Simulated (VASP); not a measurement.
# In2O3 (R-3c) in VASP: notebook

One crystal, In2O3, is run at these levels: LDA; tasks: single point.

Program: VASP 6.6.1. These are calculated values, not measurements. Logs are shortened: lines on timing, memory, paths and dates and some standing lists are left out, and cuts for length are marked.

**1. The structure**

It takes space group R-3c (No. 167, trigonal). The conventional cell has a = 5.487 Å, b = 5.487 Å, c = 14.510 Å, α = 90.00°, β = 90.00°, γ = 120.00°. In (site symmetry 3) is surrounded by 6 O at 2.12 to 2.26 Å. Around O (site symmetry 2) lie 4 In at 2.12 to 2.26 Å.

**2. Single point, LDA**

Input file INCAR:

```
ADDGRID = False
ALGO = Normal
EDIFF = 1E-7
ENCUT = 900
ISIF = 2
ISMEAR = 0
LASPH = True
LCHARG = False
LREAL = False
LWAVE = False
NELM = 100
PREC = Accurate
SIGMA = 0.05
```

Input file KPOINTS:

```
k-points
0
Gamma
  4 4 4
```

Input file POSCAR:

```
In2O3
1.0
    2.7435000000      1.5839604635      4.8366666667
   -2.7435000000      1.5839604635      4.8366666667
    0.0000000000     -3.1679209270      4.8366666667
In O
4 6
Direct
    0.8573100000      0.8573100000      0.8573100000
    0.6426900000      0.6426900000      0.6426900000
    0.1426900000      0.1426900000      0.1426900000
    0.3573100000      0.3573100000      0.3573100000
    0.0480000000      0.7500000000      0.4520000000
    0.7500000000      0.4520000000      0.0480000000
    0.4520000000      0.0480000000      0.7500000000
    0.9520000000      0.2500000000      0.5480000000
    0.2500000000      0.5480000000      0.9520000000
    0.5480000000      0.9520000000      0.2500000000
```

Potentials or basis: VASP PAW LDA potentials, release 64 (In_d, O).

Started as:

```
$ cat potpaw_LDA.64/In_d/POTCAR potpaw_LDA.64/O/POTCAR > POTCAR
$ mpirun -np 1 vasp_std > vasp.out
```

OUTCAR:

```text
EDIFF = 1E-7
   ENCUT = 900
   ISIF = 2
   ISMEAR = 0
   LASPH = True
   LREAL = False
   NELM = 100
   PREC = Accurate

 Found     13 irreducible k-points:

 Following reciprocal coordinates:
            Coordinates               Weight
  0.000000  0.000000  0.000000      1.000000
  0.250000 -0.000000 -0.000000      6.000000
  0.500000 -0.000000 -0.000000      3.000000
  0.250000  0.250000 -0.000000      6.000000
  0.500000  0.250000  0.000000     12.000000
 -0.250000  0.250000  0.000000      6.000000
   k-points           NKPTS =     13   k-points in BZ     NKDIM =     13   number of bands    NBANDS=     52
   number of dos      NEDOS =    301   number of ions     NIONS =     10
   total plane-waves  NPLWV = 216000
   dimension x,y,z NGX =    60 NGY =   60 NGZ =   60
   dimension x,y,z NGXF=   120 NGYF=  120 NGZF=  120
   ions per type =               4   6
   NGX,Y,Z   is equivalent  to a cutoff of  17.25, 17.25, 17.25 a.u.
   NGXF,Y,Z  is equivalent  to a cutoff of  34.50, 34.50, 34.50 a.u.
 SYSTEM =  unknown system
   PREC   = accura    normal or accurate (medium, high low for compatibility)
   ISTART =      0    job   : 0-new  1-cont  2-samecut
   ICHARG =      2    charge: 1-file 2-atom 10-const
   ISPIN  =      1    spin polarized calculation?
   LNONCOLLINEAR =      F non collinear calculations
   LSORBIT =      F    spin-orbit coupling
   LASPH  =      T    aspherical Exc in radial PAW
   ENCUT  =  900.0 eV  66.15 Ry    8.13 a.u.  14.14 14.14 14.14*2*pi/ulx,y,z
   NELM   =    100;   NELMIN=  2; NELMDL= -5     # of ELM steps
   EDIFF  = 0.1E-06   stopping-criterion for ELM
   LREAL  =      F    real-space projection
   EDIFFG = 0.1E-05   stopping-criterion for IOM
   NSW    =      0    number of steps for IOM
   IBRION =     -1    ionic relax: 0-MD 1-quasi-New 2-CG
   NFREE  =      0    steps in history (QN), initial steepest desc. (CG)
   ISIF   =      2    stress and relaxation
   ISYM   =      2    0-nonsym 1-usesym 2-fastsym
   POTIM  = 0.5000    time-step for ionic-motion
   TEBEG  =    0.0;   TEEND  =   0.0 temperature during run
   PSTRESS=    0.0 pullay stress
   NELECT =      88.0000    total number of electrons
   NUPDOWN=      -1.0000    fix difference up-down
   EMIN   =  10.00;   EMAX   =-10.00  energy-range for DOS
   EFERMI =   0.00;   METHOD = LEGACY
   ISMEAR =     0;   SIGMA  =   0.05  broadening in eV -4-tet -1-fermi 0-gaus
   EFERMI_NEDOS =   21; number of points for ismear=-14 and -15
   IALGO  =     38    algorithm
   IMIX   =      4    mixing-type and parameters
     AMIX     =   0.40;   BMIX     =  1.00
     AMIX_MAG =   1.60;   BMIX_MAG =  1.00
  volume/ion in A,a.u.               =      12.61        85.10
  Fermi-wavevector in a.u.,A,eV,Ry     =   1.452068  2.744010 28.687886  2.108500
  Thomas-Fermi vector in A             =   2.569492
   LORBIT       =      0    0 simple, 1 ext, 2 COOP (PROOUT), +10 PAW based schemes
   GGA     = CA    functional components
   LHFCALC =     F    Hartree Fock is set to
   AEXX    =    0.0000 exact exchange contribution
   IVDW    =     0    specifies the selected vdW correction
   LEPSILON=     F    determine dielectric tensor
   LRPA    =     F    only Hartree local field effects (RPA)
 non-spin polarized calculation
 Gauss-broadening in eV      SIGMA  =   0.05
  energy-cutoff  :      900.00
  volume of cell :      126.11
 maximum number of plane-waves:      7751
 NGX is ok and might be reduce to    60
   NGX = 29   NGY = 29   NGZ = 29

 number of electron      88.0000001 magnetization

 Free energy of the ion-electron system (eV)
  ---------------------------------------------------
  ext. energy  EPLUGINS =         0.00000000
  ---------------------------------------------------
  free energy    TOTEN  =       -63.68541187 eV

  energy without entropy =      -63.68541187  energy(sigma->0) =      -63.68541187

 E-fermi :   5.5548     XC(G=0): -11.7565

 val. band max:        5.2918974544   @ k =   0.2500  -0.0000  -0.0000
 cond. band min:       6.5027044902   @ k =   0.0000   0.0000   0.0000
 fundamental gap:      1.2108070358
 Fermi energy:         5.5547636953

 k-point     1 :       0.0000    0.0000    0.0000
  band No.  band energies     occupation
      1     -12.1168      2.00000
      2     -11.1963      2.00000
      3     -11.1963      2.00000
      4     -10.9526      2.00000
      5     -10.9526      2.00000
      6     -10.8464      2.00000
[... 44 lines left out ...]
     51      14.3416      0.00000
     52      14.6024      0.00000

 k-point     2 :       0.2500   -0.0000   -0.0000
  band No.  band energies     occupation
      1     -11.9387      2.00000
      2     -11.1737      2.00000
      3     -11.1593      2.00000
      4     -11.1052      2.00000
      5     -10.9929      2.00000
      6     -10.9172      2.00000
[... 44 lines left out ...]
     51      14.5991      0.00000
     52      15.0307      0.00000

 k-point     3 :       0.5000   -0.0000   -0.0000
  band No.  band energies     occupation
      1     -11.5155      2.00000
      2     -11.5155      2.00000
      3     -11.0935      2.00000
      4     -11.0935      2.00000
      5     -11.0467      2.00000
      6     -11.0467      2.00000
[... 44 lines left out ...]
     51      14.2955      0.00000
     52      14.2955      0.00000

 k-point     4 :       0.2500    0.2500   -0.0000
  band No.  band energies     occupation
      1     -11.9040      2.00000
      2     -11.2532      2.00000
      3     -11.1124      2.00000
      4     -11.1112      2.00000
      5     -10.9743      2.00000
      6     -10.9158      2.00000
[... 44 lines left out ...]
     51      14.0785      0.00000
     52      15.2634      0.00000

 k-point     5 :       0.5000    0.2500    0.0000
  band No.  band energies     occupation
      1     -11.6319      2.00000
      2     -11.3842      2.00000
      3     -11.1829      2.00000
      4     -11.0950      2.00000
      5     -11.0497      2.00000
      6     -10.9189      2.00000
[... 44 lines left out ...]
     51      14.0042      0.00000
     52      15.0415      0.00000

 k-point     6 :      -0.2500    0.2500    0.0000
  band No.  band energies     occupation
      1     -11.6985      2.00000
      2     -11.3256      2.00000
      3     -11.2051      2.00000
      4     -11.0682      2.00000
      5     -10.9914      2.00000
      6     -10.9904      2.00000
[... 44 lines left out ...]
     51      14.4996      0.00000
     52      14.8617      0.00000

 [... further k-points ...]

------------------------ aborting loop because EDIFF is reached ----------------------------------------

  FORCE on cell =-STRESS in cart. coord.  units (eV):
  Direction    XX          YY          ZZ          XY          YZ          ZX
  --------------------------------------------------------------------------------------
  -------------------------------------------------------------------------------------
  Total       -1.7581809     -1.7581809     -2.1641087      0.0000000      0.0000000      0.0000000
  in kB      -22.3371335    -22.3371335    -27.4943173      0.0000000      0.0000000      0.0000000
  external PRESSURE =     -24.0561947 kB  Pullay stress =       0.0000000 kB

 VOLUME and BASIS-vectors are now :
 -----------------------------------------------------------------------------
  energy-cutoff  :      900.00
  volume of cell :      126.11
      direct lattice vectors                 reciprocal lattice vectors
     2.743500000  1.583960463  4.836666667     0.182248952  0.105221482  0.068917988
    -2.743500000  1.583960463  4.836666667    -0.182248952  0.105221482  0.068917988
     0.000000000 -3.167920927  4.836666667     0.000000000 -0.210442963  0.068917988

 POSITION                                       TOTAL-FORCE (eV/Angst)
 -----------------------------------------------------------------------------------
      0.00000      0.00000     12.43957         0.000000      0.000000     -0.105163
      0.00000      0.00000      9.32543         0.000000      0.000000      0.105163
      0.00000      0.00000      2.07043         0.000000      0.000000      0.105163
      0.00000      0.00000      5.18457         0.000000      0.000000     -0.105163
     -1.92594     -0.16790      6.04583        -0.087761     -0.152007     -0.000000
      0.81756      1.75186      6.04583        -0.087761      0.152007     -0.000000
      1.10837     -1.58396      6.04583         0.175522      0.000000     -0.000000
      1.92594      0.16790      8.46417         0.087761      0.152007     -0.000000
     -0.81756     -1.75186      8.46417         0.087761     -0.152007     -0.000000
     -1.10837      1.58396      8.46417        -0.175522      0.000000     -0.000000
 -----------------------------------------------------------------------------------
    total drift:                                0.000000      0.000000     -0.000000

  FREE ENERGIE OF THE ION-ELECTRON SYSTEM (eV)
  ---------------------------------------------------
  free  energy   TOTEN  =       -63.6854118662 eV

  energy  without entropy=      -63.6854118662  energy(sigma->0) =      -63.68541187
```

It took 4 min on 1 thread of Intel Xeon Platinum 8559C (Emerald Rapids), shared host; peak memory 0.44 GiB.

The run converged, but some of its settings lie outside the range that counts as converged, so its numbers aren't taken as properties of the crystal.

What came out:

```
Free energy            : -63.6854 eV
Pressure               : -2.4 GPa
Largest force          : 0.176 eV/Å
Band gap on the k mesh : 1.21 eV, indirect (least direct gap 1.25 eV)
```

Caveat: spin-orbit coupling is left out, which moves the levels of the heavy elements.

**3. Single point, LDA**

INCAR: that of step 2 with these lines changed.

```diff
@@ -3,5 +3,5 @@
 EDIFF = 1E-7
-ENCUT = 900
+ENCUT = 450
 ISIF = 2
-ISMEAR = 0
+ISMEAR = -5
 LASPH = True
```

Input file KPOINTS:

```
k-points
0
Gamma
  6 6 6
```

POSCAR is that of step 2.

Potentials or basis: VASP PAW LDA potentials, release 64 (In_d, O).

Started as:

```
$ cat potpaw_LDA.64/In_d/POTCAR potpaw_LDA.64/O/POTCAR > POTCAR
$ mpirun -np 1 vasp_std > vasp.out
```

Wall time 2.5 min (1 thread of Intel Xeon Platinum 8559C (Emerald Rapids), shared host); peak memory 0.26 GiB.

These settings aren't checked as converged: the numbers below hold their error.

What came out:

- Free energy: -63.6716 eV
- Largest force: 0.176 eV/Å
- Band gap on the k mesh: 1.20 eV, indirect (least direct gap 1.25 eV)

Caveat: the cutoff is under 1.25 times the usual one of these potentials, so pressure, stress and relaxed cells hold a basis-set (Pulay) error; spin-orbit coupling is left out, which moves the levels of the heavy elements.

**4. Single point, LDA**

Input file INCAR:

```
ADDGRID = False
ALGO = Normal
EDIFF = 1E-7
ENCUT = 550
ISIF = 2
ISMEAR = 0
LASPH = True
LCHARG = False
LREAL = False
LWAVE = False
NELM = 100
PREC = Normal
SIGMA = 0.05
```

KPOINTS is that of step 3.

POSCAR is that of step 3.

Potentials or basis: VASP PAW LDA potentials, release 64 (In_d, O).

Started as:

```
$ cat potpaw_LDA.64/In_d/POTCAR potpaw_LDA.64/O/POTCAR > POTCAR
$ mpirun -np 1 vasp_std > vasp.out
```

OUTCAR:

```text
EDIFF = 1E-7
   ENCUT = 550
   ISIF = 2
   ISMEAR = 0
   LASPH = True
   LREAL = False
   NELM = 100
   PREC = Normal

 Found     32 irreducible k-points:

 Following reciprocal coordinates:
            Coordinates               Weight
  0.000000  0.000000  0.000000      1.000000
  0.166667 -0.000000  0.000000      6.000000
  0.333333 -0.000000  0.000000      6.000000
  0.500000 -0.000000  0.000000      3.000000
[... 414 lines left out ...]
  Total       -1.8755227     -1.8755227     -2.2757144     -0.0000000      0.0000000      0.0000000
  in kB      -23.8279234    -23.8279234    -28.9122322     -0.0000000      0.0000000      0.0000000
  external PRESSURE =     -25.5226930 kB  Pullay stress =       0.0000000 kB

 VOLUME and BASIS-vectors are now :
 -----------------------------------------------------------------------------
  energy-cutoff  :      550.00
  volume of cell :      126.11
      direct lattice vectors                 reciprocal lattice vectors
     2.743500000  1.583960463  4.836666667     0.182248952  0.105221482  0.068917988
    -2.743500000  1.583960463  4.836666667    -0.182248952  0.105221482  0.068917988
     0.000000000 -3.167920927  4.836666667     0.000000000 -0.210442963  0.068917988

 POSITION                                       TOTAL-FORCE (eV/Angst)
 -----------------------------------------------------------------------------------
      0.00000      0.00000     12.43957        -0.000000      0.000000     -0.100123
      0.00000      0.00000      9.32543        -0.000000      0.000000      0.100123
      0.00000      0.00000      2.07043        -0.000000      0.000000      0.100123
      0.00000      0.00000      5.18457        -0.000000      0.000000     -0.100123
     -1.92594     -0.16790      6.04583        -0.086898     -0.150512      0.000000
      0.81756      1.75186      6.04583        -0.086898      0.150512      0.000000
      1.10837     -1.58396      6.04583         0.173797      0.000000      0.000000
      1.92594      0.16790      8.46417         0.086898      0.150512      0.000000
     -0.81756     -1.75186      8.46417         0.086898     -0.150512      0.000000
     -1.10837      1.58396      8.46417        -0.173797      0.000000      0.000000
 -----------------------------------------------------------------------------------
    total drift:                                0.000000     -0.000000      0.000000

  FREE ENERGIE OF THE ION-ELECTRON SYSTEM (eV)
  ---------------------------------------------------
  free  energy   TOTEN  =       -63.6469690136 eV

  energy  without entropy=      -63.6469690136  energy(sigma->0) =      -63.64696901
```

OSZICAR:

```text
N       E                     dE             d eps       ncg     rms          rms(c)
DAV:   1     0.130288785654E+04    0.13029E+04   -0.43261E+04  3364   0.255E+03
DAV:   2     0.202840567559E+03   -0.11000E+04   -0.10642E+04  3464   0.684E+02
DAV:   3    -0.506560011802E+02   -0.25350E+03   -0.24659E+03  3632   0.292E+02
DAV:   4    -0.728632610447E+02   -0.22207E+02   -0.22037E+02  4588   0.913E+01
DAV:   5    -0.732728510721E+02   -0.40959E+00   -0.40877E+00  4312   0.136E+01    0.227E+01
DAV:   6    -0.637821887098E+02    0.94907E+01   -0.43003E+01  5140   0.652E+01    0.196E+01
DAV:   7    -0.638011341643E+02   -0.18945E-01   -0.36823E+00  3900   0.117E+01    0.465E+00
DAV:   8    -0.636943401811E+02    0.10679E+00   -0.35171E-01  5128   0.385E+00    0.234E+00
DAV:   9    -0.636500440482E+02    0.44296E-01   -0.72522E-02  5264   0.330E+00    0.447E-01
DAV:  10    -0.636467828312E+02    0.32612E-02   -0.21017E-02  4880   0.142E+00    0.151E-01
DAV:  11    -0.636470097922E+02   -0.22696E-03   -0.18545E-03  4368   0.262E-01    0.704E-02
DAV:  12    -0.636469708628E+02    0.38929E-04   -0.38823E-04  5304   0.156E-01    0.318E-02
DAV:  13    -0.636469689784E+02    0.18844E-05   -0.33561E-05  5000   0.543E-02    0.440E-03
DAV:  14    -0.636469690134E+02   -0.34970E-07   -0.11615E-06  4184   0.768E-03    0.195E-03
DAV:  15    -0.636469690136E+02   -0.22555E-09   -0.73251E-08  2296   0.171E-03
   1 F= -.63646969E+02 E0= -.63646969E+02  d E =-.130664E-14
```

It took 2.5 min on 1 thread of Intel Xeon Platinum 8559C (Emerald Rapids), shared host; peak memory 0.28 GiB.

The run converged, but some of its settings lie outside the range that counts as converged, so its numbers aren't taken as properties of the crystal.

What came out:

```
Free energy            : -63.6470 eV
Pressure               : -2.6 GPa
Largest force          : 0.174 eV/Å
Band gap on the k mesh : 1.20 eV, indirect (least direct gap 1.25 eV)
```

Caveat: spin-orbit coupling is left out, which moves the levels of the heavy elements.

**5. Single point, LDA**

Input file INCAR:

```
ADDGRID = False
ALGO = Normal
EDIFF = 1E-5
ENCUT = 550
ISIF = 2
ISMEAR = 0
LASPH = True
LCHARG = False
LREAL = False
LWAVE = False
NELM = 100
PREC = Accurate
SIGMA = 0.05
```

KPOINTS is that of step 4.

POSCAR is that of step 4.

Started as:

```
$ cat potpaw_LDA.64/In_d/POTCAR potpaw_LDA.64/O/POTCAR > POTCAR
$ mpirun -np 1 vasp_std > vasp.out
```

Wall time 3.6 min (1 thread of Intel Xeon Platinum 8559C (Emerald Rapids), shared host); peak memory 0.34 GiB.

The run converged, but some of its settings lie outside the range that counts as converged, so its numbers aren't taken as properties of the crystal.

Results:

```yaml
Free_energy: -63.6470 eV
Pressure: -2.6 GPa
Largest_force: 0.175 eV/Å
Band_gap_on_the_k_mesh: 1.20 eV, indirect (least direct gap 1.25 eV)
```

Caveat: spin-orbit coupling is left out, which moves the levels of the heavy elements.

**6. The reference run**

An earlier run on the cell as given: functional PBE; potentials or basis VASP PAW PBE potentials, release 64 (In_d, O); cutoff 520 eV; k mesh 6 × 6 × 6; occupations fermi-dirac, width 0.05 eV; no spin polarisation.

- Pressure: 9.0 GPa
- Largest force: 0.139 eV/Å
- Band gap on the k mesh: 1.30 eV, indirect (least direct gap 1.34 eV)
